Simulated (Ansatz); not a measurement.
# TiAl3: tests of the settings

The task here is to estimate one member of a computed series from the others.

Method: DFT PBEsol, scalar-relativistic, plane waves, PAW, in Ansatz 0.2.0.

2 further runs of the same task are left out: 1 for a known fault of the program, 1 set aside as unsound or not needed. Runs told in other sessions of the task aren't counted.

## The system as given

Symmetry: Pmm2, No. 25, orthorhombic system. Conventional cell: a = 2.840 Å, b = 4.681 Å, c = 4.901 Å, α = 90.00°, β = 90.00°, γ = 90.00°. Ti (site symmetry mm2) has 10 Al at 2.83 to 2.85 Å and 2 Ti at 2.84 Å in its first shell of neighbours. Around Al (site symmetry mm2) lie 4 Ti at 2.83 to 2.84 Å and 8 Al at 2.84 to 2.86 Å. Al (site symmetry mm2) is surrounded by 8 Al at 2.81 to 2.86 Å and 4 Ti at 2.85 Å. Around Al (site symmetry mm2) lie 10 Al at 2.81 to 2.86 Å and 2 Ti at 2.85 Å.

Coordinates:

```cif
data_structure
_symmetry_space_group_name_H-M 'P 1'
_symmetry_Int_Tables_number 1
_cell_length_a 2.8397
_cell_length_b 4.6813
_cell_length_c 4.9007
_cell_angle_alpha 90.000
_cell_angle_beta 90.000
_cell_angle_gamma 90.000
_cell_volume 65.15
loop_
_atom_site_label
_atom_site_type_symbol
_atom_site_fract_x
_atom_site_fract_y
_atom_site_fract_z
_atom_site_occupancy
Ti1 Ti 0.00000 0.50000 0.16592 1
Al1 Al 0.50000 0.50000 0.66727 1
Al2 Al 0.50000 0.00000 0.33091 1
Al3 Al 0.00000 0.00000 0.83590 1
```

The structure comes from the Materials Project (structure only); it is used as listed.

## The base run, which the others are set against

The input, input.yaml:

```yaml
crystal:
  lattice:
    - [2.839677, 0.0, 0.0]
    - [0.0, 4.681264, 0.0]
    - [0.0, 0.0, 4.900742]
  atoms:
    - { symbol: Ti, position: [0.0, 0.5, 0.165916] }
    - { symbol: Al, position: [0.5, 0.5, 0.667271] }
    - { symbol: Al, position: [0.5, 0.0, 0.330912] }
    - { symbol: Al, position: [0.0, 0.0, 0.8359] }
basis:
  ecutwfc: 420
kpoints:
  mp_grid: { grid: [14, 10, 10] }
hamiltonian:
  xc: pbesol
scf:
  occupations: { method: gaussian, width: 0.1 }
output:
  forces: true
  stress: true
  eigenvalues: true
  populations: true
  write_density: true
  write_potential: true
  elf: true
  volumetric_format: npy
```

Its results, from an earlier run: -1012.1261 eV/atom at zero smearing, pressure -2.44 GPa, largest force 0.048 eV/Å, no gap on the mesh, in 6 SCF cycles and 23 s.

Set-up of the first run:

The input, input.yaml:

```yaml
crystal:
  lattice:
    - [2.839677, 0.0, 0.0]
    - [0.0, 4.681264, 0.0]
    - [0.0, 0.0, 4.900742]
  atoms:
    - { symbol: Ti, position: [0.0, 0.5, 0.165916] }
    - { symbol: Al, position: [0.5, 0.5, 0.667271] }
    - { symbol: Al, position: [0.5, 0.0, 0.330912] }
    - { symbol: Al, position: [0.0, 0.0, 0.8359] }
basis:
  ecutwfc: 150
kpoints:
  mp_grid: { grid: [14, 10, 10] }
hamiltonian:
  xc: pbesol
scf:
  occupations: { method: gaussian, width: 0.1 }
output:
  forces: true
  stress: true
  eigenvalues: true
```

Command:

```sh
ansatz run input.yaml --threads 1 --pin off --max-ram 2560MiB --backend cpu --events-out ev --progress --plain --runs-dir out
```

Steps of the session up to this table: Plane-wave cutoff: 150 eV; Plane-wave cutoff set to 200 eV; Plane-wave cutoff: 250 eV; Plane-wave cutoff set to 300 eV; Plane-wave cutoff: 350 eV; Plane-wave cutoff set to 380 eV; Plane-wave cutoff: 460 eV; Plane-wave cutoff set to 520 eV; Plane-wave cutoff: 600 eV; Plane-wave cutoff set to 700 eV; Plane-wave cutoff set to 850 eV.

One table of the session follows, with a row left open; its other results are not shown here.

It belongs to the step «The sweep of the plane-wave cutoff side by side». 

```
cutoff (eV)  ΔE (meV/atom)  pressure (GPa)  largest change of a force component (eV/Å)
        150           6276           -2.93                                       0.324
        200           1621           -1.39                                       0.091
        250            335           -0.27                                       0.011
        300           56.0           -2.32                                       0.010
        350           8.47           -2.50                                       0.002
        380           2.73           -2.45                                       0.000
        420           0.70           -2.44                                       0.000
        460           0.38           -2.45                                       0.000
        520           0.27           -2.45                                       0.000
        600              ?               ?                                           ?
        700           0.09           -2.45                                       0.000
        850           0.00           -2.45                                       0.000
```

Q: Estimate the row for cutoff (eV) = 600 from the others.

Worked estimate for «ΔE (meV/atom)». A straight line through the neighbours (520, 0.27) and (700, 0.09) gives 0.27 + (0.09 − 0.27) × (600 − 520) / (700 − 520) = 0.19; a parabola fitted to 4 rows on both sides gives 0.18.

The run gave: ΔE (meV/atom): 0.17; pressure (GPa): -2.45; largest change of a force component (eV/Å): 0.000. In «ΔE (meV/atom)» the line misses by +0.02 and the parabola by +0.01.

To keep in mind: Warnings in the runs' records: cutoff below recommended.
